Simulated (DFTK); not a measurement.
C, a slab with vacuum:

```xyz
2
Lattice="2.4562 0.0000 0.0000 -1.2281 2.1271 0.0000 0.0000 0.0000 8.5238" Properties=species:S:1:pos:R:3 pbc="T T T"
C     1.2281    0.7090    0.0000
C     0.0000    1.4181    0.0000
```

- Program: DFTK 0.8.2
- Task: single point
- Functional: PBEsol
- Potentials or basis: dojo.nc.sr.pbesol.v0_4_1.standard.upf (PBEsol)
- Cutoff: 1116 eV
- k mesh: 12 × 12 × 3
- Occupations: fermi-dirac, width 0.05 eV
- Spin: no spin polarisation

On this cell: largest force under 0.003 eV/Å; band gap on the k mesh none (metal or under the smearing width).

The same run follows on a disturbed copy (atoms moved at random, drawn with an rms of 0.05 Å):

```
C
1.0
     2.45617    0.00000    0.00000
    -1.22809    2.12711    0.00000
     0.00000    0.00000    8.52380
C
2
Direct
  0.65630 0.33472 0.99940
  0.32410 0.66274 0.99900
```

Q: What changes?

A: The energy (extrapolated to zero smearing) moves by +2.4 meV/atom; largest force 0.714 eV/Å; band gap on the k mesh 0.20 eV, direct.

Forces on the atoms (eV/Å):
```
C    0.461 -0.542 -0.059
C   -0.461  0.542  0.059
```

Stress tensor (GPa, compression positive):
```
 1.42 -0.20  0.01
-0.20  0.95 -0.01
 0.01 -0.01 -0.06
```

A k mesh can miss the band edges.
